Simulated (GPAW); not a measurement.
Input of a GPAW 26.7.0 run:

run.py

```python
from ase import Atoms
from ase.eos import EquationOfState
from ase.io import Trajectory
from ase.units import GPa
from gpaw import GPAW, PW

atoms = Atoms(['C', 'C'],
              cell=[[2.4561701622, 0.0, 0.0],
                    [-1.2280850811, 2.1271057565, 0.0],
                    [0.0, 0.0, 8.52380336]],
              scaled_positions=[[0.6666666667, 0.3333333333, 0.0],
                                [0.3333333333, 0.6666666667, 0.0]],
              pbc=True)

traj = Trajectory('eos.traj', 'w')
volumes, energies = [], []
for x in [0.94, 0.96, 0.98, 1.0, 1.02, 1.04, 1.06]:
    a = atoms.copy()
    a.set_cell(atoms.cell * x**(1 / 3), scale_atoms=True)
    calc = GPAW(mode=PW(800),
                xc='PBE',
                kpts={'size': (12, 12, 3), 'gamma': True},
                occupations={'name': 'fermi-dirac', 'width': 0.05},
                nbands=11,
                convergence={'density': 1e-05, 'energy': 1e-05},
                maxiter=150,
                txt=f'eos-{x:.2f}.txt')
    a.calc = calc
    energies.append(a.get_potential_energy(force_consistent=True))
    volumes.append(a.get_volume())
    p = -a.get_stress()[:3].mean() / GPa
    calc.write(f'eos-{x:.2f}.gpw')
    traj.write(a)
    print(f'{x:.2f} {volumes[-1]:10.4f} A^3 {energies[-1]:14.6f} eV {p:9.3f} GPa', flush=True)

v0, e0, B = EquationOfState(volumes, energies, eos='birchmurnaghan').fit()
print(f'V0 = {v0:.4f} A^3, E0 = {e0:.6f} eV, B0 = {B / GPa:.2f} GPa')
```

Potentials or basis: GPAW PAW data sets (gpaw-data 1.2.1), pw.

The run is started by

```console
$ OMP_NUM_THREADS=1 python run.py
```

Task: Estimate the bulk modulus at fixed shape and positions.

Result: 108 GPa.

Task: Predict the pressure derivative of the bulk modulus.

Result: 3.5.

Task: Predict the equilibrium volume.

Result: 22.58 Å³/atom.

Energy against volume, from the lowest point:
| volume (Å³/atom) | energy (meV/atom) |
| --- | --- |
| 20.930 | 45.39 |
| 21.376 | 23.36 |
| 21.821 | 8.88 |
| 22.266 | 1.28 |
| 22.712 | 0.00 |
| 23.157 | 4.53 |
| 23.602 | 14.32 |

Caveat: the cell was scaled at fixed shape and fractional positions, which overstates the stiffness of a crystal with free parameters, most of all of layers and chains.
